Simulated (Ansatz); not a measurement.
# TaC: pressure against volume, part 2 of 2

How stiff is TaC, and at what volume does the pressure vanish? The cell is scaled evenly, atoms carried along, and solved with LAPW, PAW and all-electron datasets made for the crystal.

Ansatz 0.2.0; DFT PBE; a database cell (COD). «Crystal datasets» are all-electron PAW datasets made for this crystal.

## Step 9: Volume × 1.06, LAPW

File input.yaml:

```yaml
crystal:
  lattice:
    - [0.0, 2.2706777555, 2.2706777555]
    - [2.2706777555, 0.0, 2.2706777555]
    - [2.2706777555, 2.2706777555, 0.0]
  atoms:
    - { symbol: Ta, position: [0.0, 0.0, 0.0] }
    - { symbol: C, position: [0.5, 0.5, 0.5] }
kpoints:
  mp_grid: { grid: [13, 13, 13] }
scf:
  occupations: { method: fermi_dirac, width: 0.08 }
hamiltonian:
  xc: pbe
  pseudopotentials: { kind: all_electron, lapw: { basis_error: 0.00025 } }
output:
  forces: true
  stress: true
  eigenvalues: true
```

Command:

```
$ ansatz run input.yaml --threads 1 --pin off --max-ram 2048MiB --backend cpu --events-out ev --progress --plain --runs-dir out
```

The log of the run, cut to the lines that bear on the results:

```text
LAPW: plane waves up to 9.830 Å⁻¹, error target 2.5e-4 eV per atom; small_component_spin mean_spin; C in spheres of 0.941 Å, 6 of its electrons in bands, Dirac shells []; Ta in spheres of 1.330 Å, 43 of its electrons in bands, Dirac shells []
[...]
Pseudopotentials: kind: all_electron
Pseudopotential: Ta, LAPW, valence charge 43, Koelling and Harmon's equation, gaussian nucleus
Pseudopotential: C, LAPW, valence charge 6, Koelling and Harmon's equation, gaussian nucleus
Functional definition: PBE
[...]
Crystal: 2 atoms, lattice volume = 23.415 Å³
Basis set: ecut = 368.15662867121273 eV, 339 PW (Γ), exchange–correlation at level 2
Bands: 30, of which v1, the nominal top of the filled ones, is band 25 counted from 1 (24 counted from 0)
Symmetry: 48 space group operations
Space group: Fm-3m (ITA 225), of the structure as read, at distance tolerance 2.9e-5 Å
k-points: 84 of 2197
[...]
SCF iter   1: F=—  HF=-425609.163012 eV  |F-HF|=—  |Δ(HF+E_count)|=         —  Δρ=1.33e-1  dr2=5.54e0  ethr=1.13e-2  ⟨swp⟩=2.0  Hψ=14944  notcnv=0
[...]
the basis was enlarged: its passes take 657.2 KiB over the memory plan, 1 of 1 planned eigensolver slots
[...]
SCF iter  10: F=-425607.123949 eV  HF=-425607.123949 eV  |F-HF|=1.46e-8  |Δ(HF+E_count)|=   4.62e-8  Δρ=9.92e-6  dr2=2.30e-8  ethr=1.09e-9  ⟨swp⟩=2.2  Hψ=7568  notcnv=0
[...]
SCF converged after 10 iterations
Free energy (F): -425607.123949 eV
[...]
E sigma→0 (E₀):  -425607.118487 eV
Entropy (-TS):   -0.010924 eV (-5.462 meV/atom)
Fermi energy:    23.646795 eV
[...]
--- Forces (eV/Å), atoms counted from 1 ---
  atom   1  Ta     0.00000000    -0.00000000     0.00000000
  atom   2  C      0.00000000     0.00000000    -0.00000000
[...]
--- Stress (GPa, compression-positive) ---
      -12.851116      -0.000000      -0.000000
       -0.000000     -12.851116      -0.000000
       -0.000000      -0.000000     -12.851116
  P = ⅓ Tr σ = -12.8511 GPa (-128.511 kbar)
--- Band table (eV; the first three rows and the last of 84) ---
[...]
```

It took 30 s on 1 thread of AMD EPYC 7R43 (Zen 3), shared host; peak memory 0.52 GiB.

Read from it: pressure -12.85 GPa; no gap.

## Step 10: Volume × 1.06, PAW

input.yaml: that of step 9 with these lines changed.

```diff
@@ -14,3 +14,3 @@
   xc: pbe
-  pseudopotentials: { kind: all_electron, lapw: { basis_error: 0.00025 } }
+  pseudopotentials: { kind: paw }
 output:
@@ -19 +19,2 @@
   eigenvalues: true
+  efg: { contact_densities: true }
```

Command:

```
$ ansatz run input.yaml --threads 1 --pin off --max-ram 2048MiB --backend cpu --events-out ev --progress --plain --runs-dir out
```

The log of the run, cut to the lines that bear on the results:

```text
Ta: output.efg is read without spin–orbit coupling, which moves field gradients at and beside such atoms by some per cent and up to a factor of two; PAW files take it under magnetization.noncollinear and magnetization.spin_orbit
[...]
Pseudopotentials: kind: paw
Pseudopotential: Ta, paw, valence charge 13, recommended cutoff 420 eV (normal)
Pseudopotential: C, paw, valence charge 4, recommended cutoff 420 eV (normal)
Functional definition: PBE
[...]
Crystal: 2 atoms, lattice volume = 23.415 Å³
Basis set: ecut = 420 eV, 459 PW (Γ), exchange–correlation on 48×48×48 points (8 copies of the dense FFT grid, shifted against one another)
Bands: 13, of which v1, the nominal top of the filled ones, is band 9 counted from 1 (8 counted from 0)
Symmetry: 48 space group operations
Space group: Fm-3m (ITA 225), of the structure as read, at distance tolerance 2.9e-5 Å
k-points: 84 of 2197
[...]
  atom   1  Ta    -0.00000000     0.00000000    -0.00000000
  atom   2  C      0.00000000    -0.00000000     0.00000000
[...]
--- Stress (GPa, compression-positive) ---
      -12.946886       0.000000      -0.000000
       -0.000000     -12.946886       0.000000
       -0.000000       0.000000     -12.946886
  P = ⅓ Tr σ = -12.9469 GPa (-129.469 kbar)
--- PAW observables at the nuclei: V_zz in 10²¹ V/m², potentials from the cell's mean, atoms counted from 1 ---
  atom   1  Ta V_zz =    -0.000000   η = 0.0000   by run symmetry: forbidden
            electrostatic potential = -14498.539177 V   contact ρ = 8154435.315629 e/Å³
  atom   2  C  V_zz =    -0.000000   η = 0.0000   by run symmetry: forbidden
            electrostatic potential = -429.170142 V   contact ρ = 868.428435 e/Å³
--- Band table (eV; the first three rows and the last of 84) ---
  k-point 0: bands = ["-50.1028", "-16.3769", "-16.3769", "-16.3769", "4.4073", "17.5760", "17.5760", "17.5760", "18.3498", "18.3498", "18.3498", "19.4058", "19.4058", "24.6862", "28.5982", "41.5693", "41.5693"]
[...]
```

It took 4.1 s on 1 thread of AMD EPYC 7R43 (Zen 3), shared host; peak memory 0.42 GiB.

This run gives: pressure -12.95 GPa; no gap.

## Step 11: Volume × 1.06, crystal datasets

input.yaml: that of step 10 with these lines changed.

```diff
@@ -14,3 +14,3 @@
   xc: pbe
-  pseudopotentials: { kind: paw }
+  pseudopotentials: { kind: all_electron, datasets: crystal }
 output:
```

Command:

```
$ ansatz run input.yaml --threads 1 --pin off --max-ram 2048MiB --backend cpu --events-out ev --progress --plain --runs-dir out
```

The log of the run, cut to the lines that bear on the results:

```text
[...]
band count auto-derived: 22 (N_el = 31.0; filled up to band 16; 20 by the electrons, moments and atoms)
Ta: output.efg is read without spin–orbit coupling, which moves field gradients at and beside such atoms by some per cent and up to a factor of two; PAW files take it under magnetization.noncollinear and magnetization.spin_orbit
[...]
Pseudopotentials: kind: all_electron
Pseudopotential: Ta, paw, valence charge 27, recommended cutoff 440 eV (normal), Koelling and Harmon's equation, gaussian nucleus
Pseudopotential: C, paw, valence charge 4, recommended cutoff 440 eV (normal), Koelling and Harmon's equation, gaussian nucleus
Functional definition: PBE
[...]
Crystal: 2 atoms, lattice volume = 23.415 Å³
Basis set: ecut = 440 eV, 531 PW (Γ), exchange–correlation on 48×48×48 points (8 copies of the dense FFT grid, shifted against one another)
[...]
  atom   2  C      0.00000000    -0.00000000    -0.00000000
[...]
--- Stress (GPa, compression-positive) ---
      -12.851831       0.000000       0.000000
        0.000000     -12.851831      -0.000000
        0.000000      -0.000000     -12.851831
  P = ⅓ Tr σ = -12.8518 GPa (-128.518 kbar)
--- PAW observables at the nuclei: V_zz in 10²¹ V/m², potentials from the cell's mean, atoms counted from 1 ---
  atom   1  Ta V_zz =    +0.000000   η = 0.0000   by run symmetry: forbidden
            electrostatic potential = -14498.506083 V   contact ρ = 8150574.844984 e/Å³
  atom   2  C  V_zz =    +0.000000   η = 0.0000   by run symmetry: forbidden
            electrostatic potential = -429.205433 V   contact ρ = 868.578065 e/Å³
--- Band table (eV; the first three rows and the last of 84) ---
  k-point 0: bands = ["-45.2725", "-11.5526", "-11.5526", "-11.5526", "2.9040", "2.9078", "2.9078", "2.9078", "2.9442", "2.9442", "2.9442", "9.2279", "22.3989", "22.3989", "22.3989", "23.1760", "23.1760", "23.1760", "24.2271", "24.2271", "29.5101"]
[...]
```

Wall time 16 s (1 thread of AMD EPYC 7R43 (Zen 3), shared host); peak memory 0.58 GiB.

This run gives: pressure -12.85 GPa; no gap.

## Step 12: The equation of state

The rows at scale 1 come from earlier runs of the unscaled cell with the same settings.

```
          method  volume (Å³/atom)  F above the lowest (meV/atom)  pressure (GPa)
            LAPW            10.388                           65.8           28.50
            LAPW            10.714                           21.0           15.84
            LAPW            11.045                            0.0            4.78
            LAPW            11.376                            0.2           -4.71
            LAPW            11.708                           18.6          -12.85
             PAW            10.388                           66.5           28.82
             PAW            10.714                           21.3           16.02
             PAW            11.045                            0.0            4.84
             PAW            11.376                            0.1           -4.73
             PAW            11.708                           18.6          -12.95
crystal datasets            10.388                              –           28.50
crystal datasets            11.045                              –            4.78
crystal datasets            11.708                              –          -12.85
```

## Step 13: Results

The summary covers parts 1 to 2.

```
                      quantity           value
     equilibrium volume (LAPW)  11.206 Å³/atom
           bulk modulus (LAPW)         321 GPa
its pressure derivative (LAPW)             4.2
      equilibrium volume (PAW)  11.206 Å³/atom
            bulk modulus (PAW)         324 GPa
 its pressure derivative (PAW)             4.2
```

What this shows: By LAPW, the pressure vanishes at 11.21 Å³/atom (+1.5 % from the starting cell) and the bulk modulus there is 321 GPa (Birch-Murnaghan, third order). PAW's volume lies less than 0.01 % and its modulus +0.9 % from LAPW's. No thermal or zero-point expansion is included. Spin-orbit coupling is left out, though the cell holds Ta; in elements this heavy it can shift bands and gaps by tenths of an eV.
